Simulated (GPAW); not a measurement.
A run of GPAW 26.7.0 is set up as follows.

Contents of run.py:

```python
from ase import Atoms
from ase.filters import FrechetCellFilter
from ase.io import write
from ase.optimize import BFGS
from gpaw import GPAW, PW, setup_paths

setup_paths.insert(0, '.')

atoms = Atoms(['Ga', 'Ga', 'N', 'N'],
              cell=[[3.18, 0.0, 0.0],
                    [-1.59, 2.753960784, 0.0],
                    [0.0, 0.0, 5.166]],
              scaled_positions=[[0.6666666667, 0.3333333333, 0.5],
                                [0.3333333333, 0.6666666667, 0.0],
                                [0.6666666667, 0.3333333333, 0.875],
                                [0.3333333333, 0.6666666667, 0.375]],
              pbc=True)

calc = GPAW(mode=PW(800),
            xc='PBEsol',
            kpts={'size': (7, 7, 4), 'gamma': True},
            occupations={'name': 'fermi-dirac', 'width': 0.05},
            nbands=18,
            convergence={'density': 1e-06, 'energy': 1e-06, 'eigenstates': 1e-10},
            maxiter=150,
            txt='gpaw.txt')
atoms.calc = calc
opt = BFGS(FrechetCellFilter(atoms), trajectory='relax.traj', logfile='-')
done = opt.run(fmax=0.01, steps=60)
calc.write('gs.gpw')
write('result.traj', atoms)
print('Converged:', done)
print('Cell:', atoms.cell.cellpar().round(4))
print('Volume:', round(atoms.get_volume(), 4))
print(atoms.get_scaled_positions().round(5))
```

Potentials or basis: PAW data sets generated in the run's folder for this functional, pw.

The run is started by

```bash
$ gpaw-setup -f PBEsol Ga N
$ OMP_NUM_THREADS=1 python run.py
```

Task: Predict the relaxed cell.

Result: a = 3.224 Å, b = 3.224 Å, c = 5.243 Å, α = 90.00°, β = 90.00°, γ = 120.00°.

Task: Predict the band gap on the k mesh.

Result: 1.75 eV, direct.

Task: What does it give for the space group after relaxing (to 0.05 Å)?

Result: P6_3mc (No. 186).

Final structure:
```cif
data_structure
_symmetry_space_group_name_H-M 'P 1'
_symmetry_Int_Tables_number 1
_cell_length_a 3.2238
_cell_length_b 3.2238
_cell_length_c 5.2426
_cell_angle_alpha 90.000
_cell_angle_beta 90.000
_cell_angle_gamma 120.000
_cell_volume 47.19
loop_
_atom_site_label
_atom_site_type_symbol
_atom_site_fract_x
_atom_site_fract_y
_atom_site_fract_z
_atom_site_occupancy
Ga1 Ga 0.66667 0.33333 0.49899 1
Ga2 Ga 0.33333 0.66667 0.99899 1
N1 N 0.66667 0.33333 0.87601 1
N2 N 0.33333 0.66667 0.37600 1
```

Caveat: later steps reuse the first step's grids. Zero-point motion and thermal expansion aren't in these numbers.
